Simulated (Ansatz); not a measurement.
# WC (Qusongite) (P-6m2) in Ansatz: further runs

One crystal, WC (Qusongite), is run at these levels: BLYP+D3(BJ), PBE; tasks: relaxation of cell and atoms, single point.

Everything below comes from runs of Ansatz 0.2.0. Logs are shortened: lines on timing, memory, paths and dates and some standing lists are left out, and cuts for length are marked.

## Step 1: The structure

It takes space group P-6m2 (No. 187, hexagonal). The conventional cell has a = 2.907 Å, b = 2.907 Å, c = 2.837 Å, α = 90.00°, β = 90.00°, γ = 120.00°. W (site symmetry -6m2) is surrounded by 6 C at 2.20 Å. C (site symmetry -6m2) is surrounded by 6 W at 2.20 Å.

## Step 2: Relaxation of cell and atoms, BLYP+D3(BJ)

input.yaml reads:

```yaml
crystal:
  lattice:
    - [2.9065, 0.0, 0.0]
    - [-1.45325, 2.5171028361, 0.0]
    - [0.0, 0.0, 2.8366]
  atoms:
    - { symbol: W, position: [0.0, 0.0, 0.0] }
    - { symbol: C, position: [0.6666666667, 0.3333333333, 0.5] }
kpoints:
  mp_grid: { grid: [10, 10, 9] }
scf:
  occupations: { method: fermi_dirac, width: 0.05 }
hamiltonian:
  xc: blyp
  dispersion: d3bj
  pseudopotentials: { kind: all_electron, lapw: { basis_error: 0.001 } }
output:
  forces: true
  stress: true
relax:
  f_tol: 0.02
  max_steps: 60
  cell: {}
```

Potentials or basis: all-electron LAPW, scalar-relativistic.

Command:

```bash
$ ansatz run input.yaml --threads 1 --pin off --max-ram 3072MiB --backend cpu --events-out ev --progress --plain --runs-dir out
```

The log of the run:

```text
Warning: RAYON_NUM_THREADS=1 ignored (pool sized by the plan → 1); use --threads N
The last accepted step is kept in <dir> (removed where the run ends without a failure and the disk answers)
LAPW: plane waves up to 9.710 Å⁻¹, error target 1.0e-3 eV per atom; small_component_spin mean_spin; C in spheres of 0.874 Å, 6 of its electrons in bands, Dirac shells []; W in spheres of 1.257 Å, 44 of its electrons in bands, Dirac shells [] (how accurate: hamiltonian.pseudopotentials.lapw.basis_error, Limitations)
Engine: ansatz 0.2.0, aarch64-unknown-linux-gnu
Pseudopotentials: kind: all_electron
Pseudopotential: W, LAPW, valence charge 44, lapw/all_electron/scalar/gaussian/W, Koelling and Harmon's equation, gaussian nucleus
Pseudopotential: C, LAPW, valence charge 6, lapw/all_electron/scalar/gaussian/C, Koelling and Harmon's equation, gaussian nucleus
Functional definition: BLYP
  parameter beta = 0.0042
  parameter a = 0.04918
  parameter b = 0.132
  parameter c = 0.2533
  parameter d = 0.349
  exchange = b88_x(beta = beta)
  correlation = lyp_c(a = a, b = b, c = c, d = d)
Crystal: 2 atoms, lattice volume = 20.752 Å³
Basis set: ecut = 359.22143170010463 eV, 315 PW (Γ), exchange–correlation at level 2
Bands: 30, of which v1, the nominal top of the filled ones, is band 25 counted from 1 (24 counted from 0)
Symmetry: 12 space group operations
Space group: P-6m2 (ITA 187), of the structure as read, at distance tolerance 2.7e-5 Å
k-points: 70 of 900 (time reversal used)
Non-local potential: W, projectors of the file, none
Non-local potential: C, projectors of the file, none
Initial density: superposition of atomic densities (chi_scale 0.1, normalization cell, long waves kept (reshape's long-wave potential 0.00 eV rms))
Initial wavefunctions: plane waves of lowest kinetic energy (no species holds an atomic orbital)
Functional: x = b88, c = lyp
iter 1 solved again at ethr=1.03e-2 eV; its pass at ethr=1.00e-1 eV (dr2=5.13e0 eV) is discarded
SCF iter   1: F=—  HF=-440267.960216 eV  |F-HF|=—  |Δ(HF+E_count)|=         —  Δρ=1.41e-1  dr2=5.13e0  ethr=1.03e-2  ⟨swp⟩=2.0  Hψ=12976  notcnv=0
preconditioner: auto → none  [metal: Δε(μ)=0.019 eV  Ē_g=27.520 eV  σ=0.050 eV  W_gap=0.10  n_scr=8 (ndim 8)  ℏωp=44.6 eV  f_vac=0.000  D(μ)=0.29/eV (n_scr^D=0)  sad-step TF]
iter 2 solved again at ethr=3.72e-4 eV; its pass at ethr=1.03e-2 eV (dr2=1.86e-1 eV) is discarded
SCF iter   2: F=—  HF=-440266.259365 eV  |F-HF|=—  |Δ(HF+E_count)|=    1.70e0  Δρ=2.97e-2  dr2=1.86e-1  ethr=3.72e-4  ⟨swp⟩=2.0  Hψ=10635  notcnv=0
SCF iter   3: F=—  HF=-440266.241550 eV  |F-HF|=—  |Δ(HF+E_count)|=   1.78e-2  Δρ=1.32e-2  dr2=1.60e-2  ethr=3.72e-4  ⟨swp⟩=3.0  Hψ=6553  notcnv=0
SCF iter   4: F=—  HF=-440266.251072 eV  |F-HF|=—  |Δ(HF+E_count)|=   9.52e-3  Δρ=4.68e-3  dr2=2.10e-3  ethr=3.19e-5  ⟨swp⟩=3.0  Hψ=6655  notcnv=0
SCF iter   5: F=—  HF=-440266.247566 eV  |F-HF|=—  |Δ(HF+E_count)|=   3.51e-3  Δρ=2.14e-3  dr2=6.10e-4  ethr=4.20e-6  ⟨swp⟩=3.0  Hψ=6388  notcnv=0
SCF iter   6: F=—  HF=-440266.247704 eV  |F-HF|=—  |Δ(HF+E_count)|=   1.38e-4  Δρ=1.85e-4  dr2=6.34e-6  ethr=1.22e-6  ⟨swp⟩=2.9  Hψ=6179  notcnv=0
SCF iter   7: F=—  HF=-440266.247702 eV  |F-HF|=—  |Δ(HF+E_count)|=   1.74e-6  Δρ=5.25e-5  dr2=3.99e-7  ethr=1.27e-8  ⟨swp⟩=2.9  Hψ=6163  notcnv=0
SCF iter   8: F=-440266.247702 eV  HF=-440266.247702 eV  |F-HF|=1.47e-8  |Δ(HF+E_count)|=   3.36e-8  Δρ=8.81e-6  dr2=1.45e-8  ethr=7.99e-10  ⟨swp⟩=3.0  Hψ=6382  notcnv=0
SCF 1 converged in 8 iterations: F = -440266.247702 eV  dr2 = 1.45e-8
relax step   1: F+E_penalty+E_count = -440266.24770223 eV  Δ(F+E_penalty+E_count) = +0.000e0 eV  max|allowed force component| = 3.238e-17 eV/Å  Δτ_max = 0.0000 Å  P = +1.461 GPa  Ω = 20.752 Å³  (8 SCF iters, accepted)
Crystal: 2 atoms, lattice volume = 20.887 Å³
Basis set: ecut = 357.67491097642716 eV, 315 PW (Γ), exchange–correlation at level 2
Initial density: handed on by an earlier stage of this run
Initial wavefunctions: those handed on with the density
iter 1 solved again at ethr=1.75e-7 eV; its pass at ethr=1.00e-1 eV (dr2=8.73e-5 eV) is discarded
SCF iter   1: F=—  HF=-440266.247604 eV  |F-HF|=—  |Δ(HF+E_count)|=         —  Δρ=6.14e-4  dr2=9.25e-5  ethr=1.75e-7  ⟨swp⟩=4.0  Hψ=11377  notcnv=0
preconditioner: auto → none  [metal: Δε(μ)=0.097 eV  Ē_g=28.464 eV  σ=0.050 eV  W_gap=0.37  n_scr=8 (ndim 8)  ℏωp=44.5 eV  f_vac=0.008  D(μ)=0.27/eV (n_scr^D=0)]
iter 2 solved again at ethr=1.49e-8 eV; its pass at ethr=1.75e-7 eV (dr2=7.45e-6 eV) is discarded
SCF iter   2: F=—  HF=-440266.247561 eV  |F-HF|=—  |Δ(HF+E_count)|=   4.30e-5  Δρ=2.08e-4  dr2=7.44e-6  ethr=1.49e-8  ⟨swp⟩=2.0  Hψ=10398  notcnv=0
SCF iter   3: F=—  HF=-440266.247560 eV  |F-HF|=—  |Δ(HF+E_count)|=   8.35e-7  Δρ=9.49e-5  dr2=2.40e-6  ethr=1.49e-8  ⟨swp⟩=3.0  Hψ=6345  notcnv=0
SCF iter   4: F=—  HF=-440266.247559 eV  |F-HF|=—  |Δ(HF+E_count)|=   9.31e-7  Δρ=3.48e-5  dr2=1.55e-7  ethr=4.81e-9  ⟨swp⟩=3.0  Hψ=6310  notcnv=0
SCF iter   5: F=-440266.247560 eV  HF=-440266.247560 eV  |F-HF|=4.02e-9  |Δ(HF+E_count)|=   6.36e-8  Δρ=6.38e-6  dr2=3.62e-9  ethr=3.10e-10  ⟨swp⟩=3.0  Hψ=6375  notcnv=0
SCF 2 converged in 5 iterations: F = -440266.247560 eV  dr2 = 3.62e-9
relax step   2: F+E_penalty+E_count = -440266.24755956 eV  Δ(F+E_penalty+E_count) = +1.427e-4 eV  max|allowed force component| = 5.551e-17 eV/Å  Δτ_max = 0.0000 Å  P = -0.852 GPa  Ω = 20.887 Å³  (5 SCF iters, rejected (line search))
Crystal: 2 atoms, lattice volume = 20.831 Å³
Basis set: ecut = 358.3133090022512 eV, 315 PW (Γ), exchange–correlation at level 2
iter 1 solved again at ethr=4.82e-8 eV; its pass at ethr=1.00e-1 eV (dr2=2.41e-5 eV) is discarded
SCF iter   1: F=—  HF=-440266.248120 eV  |F-HF|=—  |Δ(HF+E_count)|=         —  Δρ=4.47e-4  dr2=5.58e-5  ethr=4.82e-8  ⟨swp⟩=4.2  Hψ=11611  notcnv=0
preconditioner: auto → none  [metal: Δε(μ)=0.103 eV  Ē_g=28.482 eV  σ=0.050 eV  W_gap=0.42  n_scr=8 (ndim 8)  ℏωp=44.6 eV  f_vac=0.008  D(μ)=0.27/eV (n_scr^D=0)]
SCF iter   2: F=—  HF=-440266.248098 eV  |F-HF|=—  |Δ(HF+E_count)|=   2.27e-5  Δρ=1.83e-4  dr2=6.52e-6  ethr=4.82e-8  ⟨swp⟩=3.0  Hψ=6373  notcnv=0
SCF iter   3: F=—  HF=-440266.248097 eV  |F-HF|=—  |Δ(HF+E_count)|=   6.94e-7  Δρ=1.09e-4  dr2=3.26e-6  ethr=1.30e-8  ⟨swp⟩=3.0  Hψ=6354  notcnv=0
iter 4 solved again at ethr=1.27e-10 eV; its pass at ethr=6.52e-9 eV (dr2=6.35e-8 eV) is discarded
SCF iter   4: F=-440266.248096 eV  HF=-440266.248096 eV  |F-HF|=3.06e-8  |Δ(HF+E_count)|=   1.18e-6  Δρ=2.40e-5  dr2=6.36e-8  ethr=1.27e-10  ⟨swp⟩=2.0  Hψ=10535  notcnv=0
SCF 3 converged in 4 iterations: F = -440266.248096 eV  dr2 = 6.36e-8
relax step   3: F+E_penalty+E_count = -440266.24809591 eV  Δ(F+E_penalty+E_count) = -3.937e-4 eV  max|allowed force component| = 9.252e-18 eV/Å  Δτ_max = 0.0000 Å  P = +0.030 GPa  Ω = 20.831 Å³  (4 SCF iters, accepted)
Crystal: 2 atoms, lattice volume = 20.833 Å³
Basis set: ecut = 358.29818406115896 eV, 315 PW (Γ), exchange–correlation at level 2
iter 1 solved again at ethr=1.82e-10 eV; its pass at ethr=1.00e-1 eV (dr2=9.10e-8 eV) is discarded
SCF iter   1: F=—  HF=-440266.248097 eV  |F-HF|=—  |Δ(HF+E_count)|=         —  Δρ=3.22e-5  dr2=1.50e-7  ethr=1.82e-10  ⟨swp⟩=4.5  Hψ=11107  notcnv=0
preconditioner: auto → none  [metal: Δε(μ)=0.102 eV  Ē_g=28.480 eV  σ=0.050 eV  W_gap=0.41  n_scr=8 (ndim 8)  ℏωp=44.6 eV  f_vac=0.008  D(μ)=0.27/eV (n_scr^D=0)]
SCF iter   2: F=-440266.248097 eV  HF=-440266.248096 eV  |F-HF|=1.61e-8  |Δ(HF+E_count)|=   5.36e-7  Δρ=1.57e-5  dr2=2.68e-8  ethr=1.82e-10  ⟨swp⟩=3.0  Hψ=6372  notcnv=0
SCF 4 converged in 2 iterations: F = -440266.248097 eV  dr2 = 2.68e-8
relax step   4: F+E_penalty+E_count = -440266.24809650 eV  Δ(F+E_penalty+E_count) = -5.889e-7 eV  max|allowed force component| = 7.401e-17 eV/Å  Δτ_max = 0.0000 Å  P = +0.002 GPa  Ω = 20.833 Å³  (2 SCF iters, accepted)
iter 1 solved again at ethr=4.90e-11 eV; its pass at ethr=1.00e-1 eV (dr2=2.45e-8 eV) is discarded
SCF iter   1: F=—  HF=-440266.248097 eV  |F-HF|=—  |Δ(HF+E_count)|=         —  Δρ=1.57e-5  dr2=2.69e-8  ethr=4.90e-11  ⟨swp⟩=5.1  Hψ=11471  notcnv=0  reapply=3
SCF iter   2: F=-440266.248096 eV  HF=-440266.248096 eV  |F-HF|=4.95e-9  |Δ(HF+E_count)|=   5.45e-7  Δρ=7.75e-6  dr2=6.44e-9  ethr=4.90e-11  ⟨swp⟩=3.0  Hψ=6362  notcnv=0
SCF 5 converged in 2 iterations: F = -440266.248096 eV  dr2 = 6.44e-9
relax step   5: F+E_penalty+E_count = -440266.24809599 eV  Δ(F+E_penalty+E_count) = +5.062e-7 eV  max|allowed force component| = 1.850e-17 eV/Å  Δτ_max = 0.0000 Å  P = +0.003 GPa  Ω = 20.833 Å³  stress off target by 7.91e-3 GPa  SCF on the basis re-selected at this cell (its energy is not comparable with the rows above)  (2 SCF iters)
basis re-selected at this cell: Δ(F+E_penalty+E_count) = +5.062e-7 eV, ΔP = +0.001 GPa vs the last step (what re-selecting the basis moved, after the strain that the cell walked since its last selection, with what the two solves' SCF thresholds leave and, on support functions, any second-order correction that the steps lacked; it is no measure of the basis error at this ecutwfc). This SCF's stress stands 7.91e-3 GPa from its target on what of the cell is left free (relax.cell.stress_tol is 5.00e-2 GPa) and its largest allowed force component is 1.85e-17 eV/Å (relax.f_tol is 2.00e-2 eV/Å): within both
SCF converged after 2 iterations
Free energy (F): -440266.248096 eV
Harris-Foulkes:  -440266.248096 eV  (|F-HF|=4.95e-9)
Internal energy: -440266.245958 eV  (E = F + TS)
E sigma→0 (E₀):  -440266.247027 eV
Entropy (-TS):   -0.002138 eV (-1.069 meV/atom)
Fermi energy:    26.018921 eV
--- Per-component energies (eV) ---
  E_band       = -4887.257293
  E_kinetic    = 492973.541431
  E_xc         = -9006.745690
  E_electrostatic = -924230.900514  (all electrons and nuclei)
  E_disp       = -2.141185  (pairwise vdW)
  E_smearing   = -0.002138  (= −TS)
  E_closure    = 0.000000  (closes the sum)
  E_atoms      = -440245.649070  (free atoms, spherical and without spin; not in F)
  Σ components = -440266.248096   (vs F -440266.248096, Δ=0.00e0)
  Basis errors (estimates in eV, not in F): energy 4.1e-4 per atom: plane waves 3.7e-4 (2.1e-4 summed), levels above the bands 3.5e-59, relativity 1.0e-7, radial functions 3.6e-5, core shells 3.6e-7; eigenvalues (radial functions only) 1.3e-6; not estimated: angular momenta, meshes, grids; target (lapw.basis_error) 1.0e-3; muffin-tin radii C 0.875 Å, W 1.259 Å
--- Forces (eV/Å), atoms counted from 1 ---
  atom   1  W      0.00000000     0.00000000    -0.00000000
  atom   2  C      0.00000000     0.00000000     0.00000000
  max |Σ_I F_I| component: 1.48e-16 eV/Å
--- Stress (GPa, compression-positive) ---
        0.000345       0.000000       0.000000
        0.000000       0.000345       0.000000
        0.000000       0.000000       0.007910
  P = ⅓ Tr σ = 0.0029 GPa (0.029 kbar)
--- Relaxed structure (4 steps of the walk, 3 accepted, 1 SCFs on fresh bases) ---
  F+E_penalty+E_count = -440266.24809599 eV   max|allowed force component| = 1.850e-17 eV/Å   (the final SCF, on the basis selected at the relaxed cell)
  cell:  # Å, volume = 20.8327 Å³
    - [2.911354438115016, 5.389508966570094e-19, 1.3579895425457605e-34]
    - [-1.455677219057508, 2.521306902828174, 4.970586706453571e-35]
    - [1.3253305131205572e-34, 1.3253305131205572e-34, 2.838082654634715]
  atoms:
    - { symbol: W, position: [-3.700743415524894e-17, -1.91284392195461e-35, 0.0] }
    - { symbol: C, position: [0.6666666666666666, 0.3333333333333333, 0.49999999999999994] }
```

Wall time 82 s (1 thread of Arm Neoverse V1, shared host); peak memory 0.35 GiB.

What came out:

```
Free energy                            : -440266.2481 eV
Relaxed volume                         : 10.42 Å³/atom
Relaxed cell                           : a = 2.911 Å, b = 2.911 Å, c = 2.838 Å, α = 90.00°, β = 90.00°, γ = 120.00°
Space group after relaxing (to 0.05 Å) : P-6m2 (No. 187)
Energy gained by relaxing              : 0.2 meV/atom
Ionic steps                            : 4
Pressure after relaxing                : 0.0 GPa
```

Step by step:
```tsv
step	energy change (eV)	largest force (eV/Å)	volume (Å³)
1	0.0000	0.0000	20.75
2	-0.0004	0.0000	20.83
3	-0.0004	0.0000	20.83
4	-0.0004	0.0000	20.83
```

Final structure:
```
W C
1.0
     2.91135    0.00000    0.00000
    -1.45568    2.52131    0.00000
     0.00000    0.00000    2.83808
W C
1 1
Direct
  0.00000 0.00000 0.00000
  0.66667 0.33333 0.50000
```

Spin-orbit coupling is left out, which matters for the levels of W. Zero-point motion and thermal expansion aren't in these numbers.

(Part 1 of 2 ends here.)
